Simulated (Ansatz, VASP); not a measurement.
**Two plane-wave programs on Ti**

```
Ti
1.0
     2.95000    0.00000    0.00000
    -1.47500    2.55477    0.00000
     0.00000    0.00000    4.68000
Ti
2
Cartesian
  1.4750 0.8516 3.5100
  0.0000 1.7032 1.1700
```

Alike in both runs: functional PBE; k mesh 6 × 6 × 3; occupations fermi-dirac, width 0.05 eV; no spin polarisation.

```csv
,VASP,Ansatz
version,VASP 6.6.1,Ansatz 0.2.0
potentials or method,"VASP PAW PBE potentials, release 64 (Ti_sv)",Ansatz PAW
plane-wave cutoff (eV),520,420
valence electrons in the cell,24,24
task,single point,band structure
```

Ansatz gave:

| Property | Result |
| --- | --- |
| gap on the k mesh at the Fermi level (eV) | none |
| pressure (GPa) | -1.0 |
| largest component of the traceless stress (GPa) | 0.08 |

Problem. Which values does VASP return?

Solution. gap on the k mesh at the Fermi level (eV): none; pressure (GPa): -1.3; largest component of the traceless stress (GPa): 0.08.

A gap of «none» marks a metal or a gap that the smearing closes.

Caveats: the k mesh is coarse (spacing up to 0.45 Å⁻¹), so the values aren't converged.
